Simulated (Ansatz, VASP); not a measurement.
# Ba in VASP and in Ansatz

```
Ba
1.0
     0.00000    3.29607    3.29607
     3.29607    0.00000    3.29607
     3.29607    3.29607    0.00000
Ba
1
Direct
  0.00000 0.00000 0.00000
```

Change from the starting cell: volume scaled by 1.06.

Alike in both runs: task single point; functional PBE; k mesh 7 × 7 × 7; occupations fermi-dirac, width 0.05 eV; no spin polarisation.

|  | VASP | Ansatz |
| --- | --- | --- |
| version | VASP 6.6.1 | Ansatz 0.2.0 |
| potentials or method | VASP PAW PBE potentials, release 64 (Ba_sv), cutoff 520 eV | all-electron LAPW, scalar-relativistic |

Ansatz gave:

| Quantity | Value |
| --- | --- |
| gap on the k mesh at the Fermi level (eV) | none |
| pressure (GPa) | -0.8 |

Problem. Which values does VASP return?

Solution. gap on the k mesh at the Fermi level (eV): none; pressure (GPa): -0.7.

A gap of «none» marks a metal or a gap that the smearing closes. Ansatz ran all-electron here, so the differences hold the error of VASP's frozen core and of both bases.

Spin-orbit coupling is left out, which matters for the levels of Ba.
